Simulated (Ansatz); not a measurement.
## Dielectric function and optical constants of BAs

What colour and refractive index does BAs have at this level of theory?

Calculated with Ansatz 0.2.0; DFT, PBE, plane-wave PAW, default files, scalar-relativistic, independent-particle optical response without local fields.

The experiments to compare with:

“Optical properties of cubic boron arsenide” (2019, arxiv:1911.04914) reports for BAs, zinc blende, by spectroscopic ellipsometry (CVT-grown opaque bulk crystals, 300 K): band gap (direct gap from square of absorption coefficient, average of two …) about 4.12 eV [Extrapolated from square of absorption coefficient from ellipsometry; average of two …].

## (1) The starting structure

Symmetry: F-43m, No. 216, cubic system. Conventional cell: a = 4.777 Å, b = 4.777 Å, c = 4.777 Å, α = 90.00°, β = 90.00°, γ = 90.00°. Nearest to As lie 4 B at 2.07 Å. Nearest to B lie 4 As at 2.07 Å. Farther neighbours are not listed.

Coordinates:

```cif
data_structure
_symmetry_space_group_name_H-M 'F-43m'
_symmetry_Int_Tables_number 216
_cell_length_a 4.7770
_cell_length_b 4.7770
_cell_length_c 4.7770
_cell_angle_alpha 90.000
_cell_angle_beta 90.000
_cell_angle_gamma 90.000
_cell_volume 109.01
loop_
_atom_site_label
_atom_site_type_symbol
_atom_site_symmetry_multiplicity
_atom_site_Wyckoff_symbol
_atom_site_fract_x
_atom_site_fract_y
_atom_site_fract_z
_atom_site_occupancy
As1 As 4 c 0.25000 0.25000 0.25000 1
B1 B 4 a 0.00000 0.00000 0.00000 1
```

## (2) Ground state and bands

The self-consistent density comes first; it also tells whether there is a gap, which decides the occupations and the need for a Drude term.

This step: DFT, PBE, plane-wave PAW, default files, scalar-relativistic, ground state (Ansatz 0.2.0).

The input, input.yaml:

```yaml
crystal:
  lattice:
    - [0.0, 2.3885, 2.3885]
    - [2.3885, 0.0, 2.3885]
    - [2.3885, 2.3885, 0.0]
  atoms:
    - { symbol: As, position: [0.75, 0.75, 0.75] }
    - { symbol: B, position: [0.0, 0.0, 0.0] }
kpoints:
  mp_grid: { grid: [8, 8, 8] }
  band_path:
    path:
      - [[0.0, 0.0, 0.0], [0.5, 0.0, 0.5], [0.5, 0.25, 0.75], [0.375, 0.375, 0.75], [0.0, 0.0, 0.0], [0.5, 0.5, 0.5], [0.625, 0.25, 0.625], [0.5, 0.25, 0.75], [0.5, 0.5, 0.5], [0.375, 0.375, 0.75]]
      - [[0.625, 0.25, 0.625], [0.5, 0.0, 0.5]]
    npoints: 7
scf:
  occupations: { method: fermi_dirac, width: 0.05 }
  n_extra_bands: 6
hamiltonian:
  xc: pbe
  pseudopotentials: { kind: paw }
output:
  forces: true
  stress: true
  populations: true
  write_bands: true
  write_density: true
  write_potential: true
  elf: true
  volumetric_format: npy
```

Launch:

```sh
$ ansatz run input.yaml --threads 4 --pin off --max-ram 8192MiB --backend cpu --events-out ev --progress --plain --runs-dir out
```

Numbers of over 12 decimals in the logs are rounded to 6 here.

Log:

```text
scf.n_extra_bands = 6 over 9 filled bands (N_el = 18.0): the run solves 15 bands
Engine: ansatz 0.2.0, aarch64-unknown-linux-gnu
Pseudopotentials: kind: paw
Pseudopotential: As, paw, valence charge 15, recommended cutoff 420 eV (normal), As.paw.azcp
Pseudopotential: B, paw, valence charge 3, recommended cutoff 420 eV (normal), B.paw.azcp
Functional definition: PBE
  parameter kappa = 0.804
  parameter beta = 0.066725
  exchange = pbe_x(kappa = kappa, mu = beta*pi^2/3)
  correlation = pbe_c(beta = beta)
Crystal: 2 atoms, lattice volume = 27.252 Å³
Basis set: ecut = 420 eV, 531 PW (Γ), exchange–correlation on 48×48×48 points (8 copies of the dense FFT grid, shifted against one another)
Bands: 15, of which v1, the nominal top of the filled ones, is band 9 counted from 1 (8 counted from 0)
Symmetry: 24 space group operations
Space group: F-43m (ITA 216), of the structure as read, at distance tolerance 3.0e-5 Å
k-points: 29 of 512 (time reversal used)
Non-local potential: As, projectors of the file, l = 0: 2, l = 1: 2, l = 2: 3, l = 3: 1
Non-local potential: B, projectors of the file, l = 0: 2, l = 1: 2, l = 2: 1
PAW form: soft (Blöchl's): semilocal exchange-correlation on the pseudo side does not see the compensation charge
PAW one-centre angular grid: As, 590 points (default); XC on 64 Gauss nodes
PAW one-centre angular grid: B, 110 points (default); XC on 64 Gauss nodes
Initial density: superposition of atomic densities (neutral atoms: chi_scale 0, normalization atom), corrected by the library's trained network
Initial wavefunctions: pseudopotential atomic-orbital guess
Functional: x = pbe(κ = 0.804, μ = 0.219515), c = pbe(β = 0.066725)
SCF iter   1: F=—  HF=-5012.098004 eV  |F-HF|=—  |Δ(HF+E_count)|=         —  Δρ=8.22e-4  dr2=1.22e-4  ethr=1.77e-3  ⟨swp⟩=5.5  Hψ=2411  notcnv=0  defer=1
preconditioner: auto → none  [insulator: Δε(μ)=1.198 eV  Ē_g=14.631 eV  σ=0.050 eV  W_gap=1.00  n_scr=8 (ndim 8)  ℏωp=20.1 eV  f_vac=0.001  D(μ)=0.00/eV (n_scr^D=0)  ε∞_Penn≈2.9]
SCF iter   2: F=—  HF=-5012.098054 eV  |F-HF|=—  |Δ(HF+E_count)|=   5.01e-5  Δρ=4.90e-4  dr2=4.93e-5  ethr=6.80e-7  ⟨swp⟩=2.8  Hψ=968  notcnv=0  defer=7
SCF iter   3: F=—  HF=-5012.098066 eV  |F-HF|=—  |Δ(HF+E_count)|=   1.18e-5  Δρ=2.79e-4  dr2=7.83e-6  ethr=2.74e-7  ⟨swp⟩=2.8  Hψ=649  notcnv=0  defer=7
SCF iter   4: F=—  HF=-5012.098097 eV  |F-HF|=—  |Δ(HF+E_count)|=   3.04e-5  Δρ=8.07e-5  dr2=2.54e-6  ethr=4.35e-8  ⟨swp⟩=2.0  Hψ=650  notcnv=0  defer=7
SCF iter   5: F=—  HF=-5012.098095 eV  |F-HF|=—  |Δ(HF+E_count)|=   1.48e-6  Δρ=2.48e-5  dr2=2.40e-7  ethr=1.41e-8  ⟨swp⟩=2.1  Hψ=637  notcnv=0  defer=7
SCF iter   6: F=-5012.098095 eV  HF=-5012.098095 eV  |F-HF|=4.16e-8  |Δ(HF+E_count)|=   7.16e-8  Δρ=9.55e-6  dr2=3.00e-8  ethr=5.56e-10  ⟨swp⟩=9.8  Hψ=2359  notcnv=0
SCF 1 converged in 6 iterations: F = -5012.098095 eV  dr2 = 3.00e-8
  greatest PAW one-centre occupation: 0.999 electrons in one spin orbital (limit 2), on the As atom at site 0 (counted from 0), in its partial waves of l = 2
NSCF: frozen V_eff on 72 k-points
SCF converged after 6 iterations
Free energy (F): -5012.098095 eV
Harris-Foulkes:  -5012.098095 eV  (|F-HF|=4.16e-8)
Internal energy: -5012.098095 eV  (E = F + TS)
E sigma→0 (E₀):  -5012.098095 eV
Entropy (-TS):   -0.000000 eV (-0.000 meV/atom)
Fermi energy:    11.707808 eV
--- Per-component energies (eV) ---
  E_band       = -210.273185
  E_kinetic    = 152.093691
  E_local      = -1693.942633  (includes V_loc(G=0)·N_el)
  E_nonlocal   = -657.798670
  E_hartree    = 940.054667
  E_xc         = -111.431866
  E_vxc        = -117.663891  (∫ρ·V_xc dr)
  E_paw        = -1915.298294  (= ΣΔE_a)
  E_vpaw       = 226.935990  (= ΣTr[D̂ρ^β])
  E_aug_tail   = 0.000007  (compensation charges beyond the density's cutoff)
  E_ewald      = -1725.774997
  E_smearing   = -0.000000  (= −TS)
  E_closure    = 0.000000  (closes the sum)
  Σ components = -5012.098095   (vs F -5012.098095, Δ=0.00e0)
--- Forces (eV/Å), atoms counted from 1 ---
  atom   1  As    -0.00000000     0.00000000     0.00000000
  atom   2  B     -0.00000000     0.00000000    -0.00000000
  max |Σ_I F_I| component: 5.19e-16 eV/Å
--- Stress (GPa, compression-positive) ---
        2.769782       0.000000      -0.000000
        0.000000       2.769782       0.000000
        0.000000       0.000000       2.769782
  P = ⅓ Tr σ = 2.7698 GPa (27.698 kbar)
--- Band table (eV; the first three rows and the last of 29) ---
  k-point 0: bands = [... 5 lower, -4.2770, 11.1267, 11.1267, 11.1267, 14.4073, 14.4073, 14.4073, 15.8003, ... 2 higher]
  k-point 1: bands = [... 5 lower, -4.0209, 9.1629, 10.6890, 10.6890, 14.5218, 14.9846, 14.9846, 17.0810, ... 2 higher]
  k-point 2: bands = [... 5 lower, -3.2753, 6.1921, 9.9790, 9.9790, 14.1913, 15.7861, 15.7861, 19.0311, ... 2 higher]
  k-point 28: bands = [... 5 lower, 0.0640, 3.0745, 5.6456, 5.9402, 16.3925, 17.0683, 17.9428, 18.1740, ... 2 higher]
--- Löwdin populations: 2 sites ---
  site symbol       q [e]
     0     As     14.3679
     1      B      3.5942
  spilling = 0.002102 (of n_electrons = 18.000000)
```

The job ended after 1.2 s (4 threads of Arm Neoverse V2, shared host; peak memory 0.29 GiB; 2.7 s of CPU time).

The column dr2 measures how far the density is from self-consistency, as an energy; F and HF (Harris–Foulkes) agree once it is small.

Numbers from this step:

- free energy: -5012.0981 eV
- Fermi energy: 11.71 eV
- gap by band count: 1.197 eV
- electrons: 18
- symmetry operations: 24
- pressure: 2.770 GPa
- volume: 27.25 Å³
- gap on the path: 1.205 eV
- least direct gap on the path: 3.281 eV

There is a gap, 1.21 eV on the path, so no carriers' term is needed. The cell is left with a pressure of 2.8 GPa, as it stands unrelaxed at this level.

Electronic bands along the path, in eV, zero at the Fermi level; v1 is the highest filled band, c1 the lowest empty one:

```
          point      v4     v3     v2     v1    c1    c2     c3     c4
              Γ  -15.98  -0.58  -0.58  -0.58  2.70  2.70   2.70   4.09
0.43 of the way  -14.99  -3.89  -2.88  -2.88  1.31  4.54   6.06   6.06
              X  -11.80  -9.10  -4.66  -4.66  0.86  0.87  10.81  10.81
0.43 of the way  -11.74  -8.95  -5.24  -5.15  1.97  2.05   9.53   9.82
              W  -11.64  -8.63  -6.06  -5.77  4.68  5.36   6.24   6.47
0.57 of the way  -11.78  -8.68  -6.41  -4.70  2.47  5.04   7.67   8.23
              K  -11.85  -8.72  -6.52  -4.06  1.47  4.97   8.65   9.19
0.43 of the way  -14.07  -6.41  -4.96  -2.06  3.27  4.81   5.71   6.49
              Γ  -15.98  -0.58  -0.58  -0.58  2.70  2.70   2.70   4.09
0.43 of the way  -15.24  -4.68  -1.54  -1.54  2.58  3.90   3.90   6.82
              L  -13.12  -9.36  -2.40  -2.40  2.11  4.21   4.21   8.30
0.43 of the way  -12.79  -9.07  -4.35  -2.99  2.61  4.86   5.50   8.52
              U  -11.85  -8.72  -6.52  -4.06  1.47  4.97   8.65   9.19
0.43 of the way  -11.78  -8.68  -6.41  -4.70  2.47  5.04   7.67   8.23
              W  -11.64  -8.63  -6.06  -5.77  4.68  5.36   6.24   6.47
0.57 of the way  -12.69  -8.98  -4.67  -3.34  3.26  4.06   6.37   8.54
              L  -13.12  -9.36  -2.40  -2.40  2.11  4.21   4.21   8.30
0.57 of the way  -12.56  -8.87  -5.25  -3.31  2.29  5.78   6.33   8.04
              K  -11.85  -8.72  -6.52  -4.06  1.47  4.97   8.65   9.19
      jump to U  -11.85  -8.72  -6.52  -4.06  1.47  4.97   8.65   9.19
0.43 of the way  -11.77  -8.96  -5.67  -4.46  1.06  2.57   9.95  10.09
              X  -11.80  -9.10  -4.66  -4.66  0.86  0.87  10.81  10.81
```

The electronic bands as a text plot (rows in eV, shown from -8.6 to 6.6 only):

```
    6.3 |   +         +     +++              +    ++ +     ++
    5.7 |                  +++ +    +       + +   +       ++ +
    5.0 |  +          ++++  +++ ++         ++  +++ ++ +   +
    4.4 |++++        ++           ++  ++++++      ++   +++    +
    3.8 |                     ++     +           +  +++
    3.1 | +  ++     +  +    ++++++ ++                ++
    2.5 |++    +    +      +      + ++++  +++   +      + +++
    1.9 |  +       +    + +             ++   ++         +   ++ +
    1.2 |   +   + +      +                     +              +++
    0.6 |    +++++                                              +
    0.0 |
   -0.7 |*                     *****
   -1.3 | *                   * ** ***
   -1.9 |  *                **        **
   -2.6 |  *               *   *        ****          ****
   -3.2 |   *             *    *    *      **        *    **
   -3.8 |   ***          *    *              ***      *     **
   -4.5 |      ****     *            *      *   *   **    *   ***
   -5.1 |          **  *    ***                  * *       *   *
   -5.7 |    **     ***    *                 *    *         *
   -6.4 |             ***** **        *       *******        **
   -7.0 |      *
   -7.6 |                  *           *
   -8.3 |       *         *                         *
         Γ       X    W  K        Γ      L     U  W     L   K|U X
```

ELF in the ac plane of a cell with a along [110], b along [-110] and c along [001] of the cube at fractional y = 0.000, with atoms of As and B within 0.2 Å of it. It is the smooth field of the valence electrons, not physical close to the nuclei.

Ten even steps from '_' (0.02) to '@' (0.87), each cell a mean:
```
..--++==----==++--..::++++--::--++++::
++++==::____::==++++++++--..__..--++++
**==::________::==**++--..______..--++
--::____________::--::..__________..::
______________________________________
______..::::..__________..::::::..____
____::==++++==::______..--++++++--..__
__..==++****++==..____--++******++--__
..==++++----++++--..::++++==--==**++::
==**##==::::==##**==++##**::..::**##++
##@@%%**----**@@@@##%%@@##==::==%%@@%%
==%%@@%%****%%@@%%==**@@@@##**##@@@@**
__++%%%%****%%%%==__::##%%##**##%%##..
```

Electrostatic potential energy in the ac plane of a cell with a along [110], b along [-110] and c along [001] of the cube at fractional y = 0.000, with atoms of As and B within 0.2 Å of it. With pseudopotentials it is smooth inside the atoms' cores, unlike the true potential.

Ten even steps from '0' (-41 eV) to '9' (18 eV), each cell a mean:
```
0378998730168898851
5789999875688999886
8899999988889999988
9999999999999999999
9999999999999999999
9999999999999999999
9988788899998878899
9886666889987666789
9866886689876797678
8867997688876999678
7766996677776898677
2576666752366666763
0278778720058878850
```

[end of part 1 of 2]

[Logs are printed without paths, hosts, clocks, repeated set-up lines and the standing remarks that a program may print on its own settings, such as how far it seeks lower states.]

[Hosts, paths, dates, database ids (printed as entryN), source tags and the programs' standing remarks are cut or masked in the printed files.]
